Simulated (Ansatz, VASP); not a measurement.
# CuAu in VASP and in Ansatz

File INCAR:

```
SYSTEM = CuAu
ALGO = Fast
EDIFF = 1E-6
ENCUT = 520
GGA = PS
ISIF = 2
ISMEAR = -1
LASPH = .TRUE.
LCHARG = .FALSE.
LREAL = .FALSE.
LWAVE = .FALSE.
NBANDS = 18
NELM = 60
PREC = Accurate
SIGMA = 0.05
```

The input KPOINTS:

```
k-points
0
G
  8 8 6
  0 0 0
```

POSCAR

```
CuAu
1.0
    2.8107494552      0.0000000000      0.0000000000
    0.0000000000      2.8107494552      0.0000000000
    0.0000000000      0.0000000000      3.5376000000
Au Cu
1 1
Direct
    0.0000000000      0.0000000000      0.0000000000
    0.5000000000      0.5000000000      0.5000000000
```

input.yaml

```yaml
crystal:
  lattice:
    - [2.8107494552, 0.0, 0.0]
    - [0.0, 2.8107494552, 0.0]
    - [0.0, 0.0, 3.5376]
  atoms:
    - { symbol: Au, position: [0.0, 0.0, 0.0] }
    - { symbol: Cu, position: [0.5, 0.5, 0.5] }
hamiltonian:
  xc: pbesol
  pseudopotentials: { kind: paw }
kpoints:
  mp_grid: { grid: [8, 8, 6] }
  band_path:
    path:
      - [[0.0, 0.0, 0.0], [0.0, 0.5, 0.0], [0.5, 0.5, 0.0], [0.0, 0.0, 0.0], [0.0, 0.0, 0.5], [0.0, 0.5, 0.5], [0.5, 0.5, 0.5], [0.0, 0.0, 0.5]]
      - [[0.0, 0.5, 0.0], [0.0, 0.5, 0.5]]
      - [[0.5, 0.5, 0.0], [0.5, 0.5, 0.5]]
    npoints: 14
scf:
  occupations: { method: fermi_dirac, width: 0.05 }
  n_extra_bands: 6
output:
  forces: true
  stress: true
  eigenvalues: true
  fatbands: true
```

Alike in both runs: functional PBEsol; k mesh 8 × 8 × 6; occupations fermi-dirac, width 0.05 eV; no spin polarisation.

|  | VASP | Ansatz |
| --- | --- | --- |
| version | VASP 6.6.1 | Ansatz 0.2.0 |
| potentials or method | VASP PAW PBE potentials, release 64 (Au, Cu) | Ansatz PAW |
| plane-wave cutoff (eV) | 520 | 420 |
| valence electrons in the cell | 22 | 38 |
| task | single point | band structure |

```tsv
	VASP	Ansatz	Ansatz less VASP
gap on the k mesh at the Fermi level (eV)	none	none	-
pressure (GPa)	3.6	3.4	-0.14
largest component of the traceless stress (GPa)	0.42	0.48	+0.068
```

A gap of «none» marks a metal or a gap that the smearing closes. The two sets of potentials don't hold the same shells in valence.

Caveats: the PAW data sets were made with another functional, which shifts forces and pressure a little (VASP); spin-orbit coupling is left out, which moves the levels of the heavy elements (Ansatz); the PAW data sets come from PBE, with cores solved anew for the run's functional, which leaves a small shift of forces and pressure (Ansatz). The runs have no spin-orbit coupling, so splittings on Au are missing.
